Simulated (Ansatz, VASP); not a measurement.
# TiPt3 in VASP and in Ansatz

```
CELL_PARAMETERS angstrom
3.94818 0.00000 0.00000
0.00000 3.94818 0.00000
0.00000 0.00000 3.94818
ATOMIC_POSITIONS crystal
Ti 0.00000 0.00000 0.00000
Pt 0.00000 0.50000 0.50000
Pt 0.50000 0.00000 0.50000
Pt 0.50000 0.50000 0.00000
```

Alike in both runs: task relaxation of cell and atoms; functional PBE; k mesh 10 × 10 × 10; occupations gaussian, width 0.1 eV; no spin polarisation.

|  | VASP | Ansatz |
| --- | --- | --- |
| version | VASP 6.6.1 | Ansatz 0.2.0 |
| potentials or method | VASP PAW PBE potentials, release 64 (Ti_sv, Pt) | scalar-relativistic, plane waves, PAW |
| plane-wave cutoff (eV) | 600 | 420 |
| valence electrons in the cell | 42 | 66 |

Ansatz gave:

```
gap on the k mesh at the Fermi level, each at its own relaxed structure (eV) : none
relaxed volume (Å³/atom)                                                     : 15.39
relaxed cell length with the largest relative difference (Å)                 : 3.948
```

Task: Estimate VASP's values.

Result: gap on the k mesh at the Fermi level, each at its own relaxed structure (eV): none; relaxed volume (Å³/atom): 15.37; relaxed cell length with the largest relative difference (Å): 3.947.

A gap of «none» marks a metal or a gap that the smearing closes. The two sets of potentials don't hold the same shells in valence.

The runs have no spin-orbit coupling, so splittings on Pt are missing.
